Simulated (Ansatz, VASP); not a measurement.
CuAu in VASP and in Ansatz

```
CELL_PARAMETERS angstrom
2.80000 0.00000 0.00000
0.00000 2.80000 0.00000
0.00000 0.00000 3.78010
ATOMIC_POSITIONS crystal
Cu 0.50000 0.50000 0.50000
Au 0.00000 0.00000 0.00000
```

Change from the starting cell: strain +0.000 along x and y, +0.030 along z, atoms carried along.

Alike in both runs: task single point; functional PBE; k mesh 18 × 18 × 14; occupations gaussian, width 0.15 eV; no spin polarisation.

|  | VASP | Ansatz |
| --- | --- | --- |
| version | VASP 6.6.1 | Ansatz 0.2.0 |
| potentials or method | VASP PAW PBE potentials, release 64 (Cu, Au) | scalar-relativistic, plane waves, PAW |
| plane-wave cutoff (eV) | 520 | 420 |
| valence electrons in the cell | 22 | 38 |

Ansatz gave:

- gap on the k mesh at the Fermi level (eV): none
- pressure (GPa): 2.0
- largest component of the traceless stress (GPa): 1.36

**Question.** Which values does VASP return?

**Answer.** gap on the k mesh at the Fermi level (eV): none; pressure (GPa): 2.1; largest component of the traceless stress (GPa): 1.31.

A gap of «none» marks a metal or a gap that the smearing closes. The two sets of potentials don't hold the same shells in valence.

The runs have no spin-orbit coupling, so splittings on Au are missing.
